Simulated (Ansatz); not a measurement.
## A vibration from a frozen displacement in NaCl

These are results of DFT PBE, scalar-relativistic, plane waves, PAW (Ansatz), not measurements. The runs took a 420 eV cutoff, a Γ-centred 8×8×8 mesh and Gaussian smearing (0.05 eV). No spin polarisation. Energies are free energies at this smearing, counted from the undisturbed cell; pressure is positive in compression.

The undisturbed cell (as given, not relaxed at this level; it stands at 0.4 GPa):

```
CELL_PARAMETERS angstrom
0.00000 2.83175 2.83175
2.83175 0.00000 2.83175
2.83175 2.83175 0.00000
ATOMIC_POSITIONS crystal
Na 0.00000 0.00000 0.00000
Cl 0.50000 0.50000 0.50000
```

Every Cl atom is moved by x along the Cartesian unit vector (0.707, -0.707, 0.000); the cell and all other atoms stay fixed. The cell's volume is 45.41 Å³; the moved atoms weigh 35.450 u together and the others 22.990 u. Some rows repeat others by symmetry and weren't run.

| x (Å) | ΔE (meV/cell) | total force on the moved atoms along the move (eV/Å) | pressure (GPa) |
| --- | --- | --- | --- |
| -0.3000 | 60.59 | 0.4227 | 1.3590 |
| -0.2625 | 45.88 | 0.3623 | 1.1374 |
| -0.2250 | 33.38 | 0.3049 | 0.9463 |
| -0.1875 | 22.99 | 0.2499 | 0.7851 |
| -0.1500 | 14.61 | 0.1973 | 0.6538 |
| -0.1125 | 8.17 | 0.1464 | 0.5516 |
| -0.0750 | 3.62 | 0.0967 | 0.4788 |
| -0.0375 | 0.90 | 0.0482 | 0.4353 |
| 0.0000 | 0.00 | 0.0000 | 0.4207 |
| 0.0375 | 0.90 | -0.0482 | 0.4353 |
| 0.0750 | 3.62 | -0.0967 | 0.4788 |
| 0.1125 | 8.17 | -0.1464 | 0.5516 |
| 0.1500 | 14.61 | -0.1973 | 0.6538 |
| 0.1875 | 22.99 | -0.2499 | 0.7851 |
| 0.2250 | 33.38 | -0.3049 | 0.9463 |
| 0.2625 | 45.88 | -0.3623 | 1.1374 |
| 0.3000 | 60.59 | -0.4227 | 1.3590 |

What frequency belongs to this motion?

The force constant is k = −dF/dx = 1.286 eV/Å², from the parabola through x = -0.0375, 0 and 0.0375. In every cell the moved atoms swing against the rest, so the mass is μ = m₁m₂/(m₁ + m₂) = 13.946 u, and ν̃ = 521.5 cm⁻¹ × √(|k|/μ) = 158 cm⁻¹. To first order in x, and within 1 %, the force on every atom lies along the move and, within each of the two groups, in proportion to the atom's mass, so this is itself a mode at the zone centre of this cell, taken without macroscopic field (the transverse frequency in a polar insulator).

How far does the harmonic law reach?

At x = -0.300 Å, kx²/2 = 57.87 meV against the computed 60.59 meV (+4.7 %): the well is still close to harmonic there.

The pressure changes with x². What does that say about the frequency under compression?

With E = k(V)x²/2, k ∝ V^(−2γ) and x scaling with the cell as V^(1/3), P − P0 = −∂E/∂V = (2γ − 2/3) ΔE/V. At x = 0.0750 Å, V(P − P0) = 45.41 × 0.05811 / 160.2 eV = 16.47 meV and ΔE = 3.62 meV, so γ = 1/3 + V(P − P0)/(2ΔE) = 2.61. This is the Grüneisen parameter of the motion under uniform scaling of the cell: shrinking the cell evenly by 1 % in volume raises the frequency by about 2.61 %.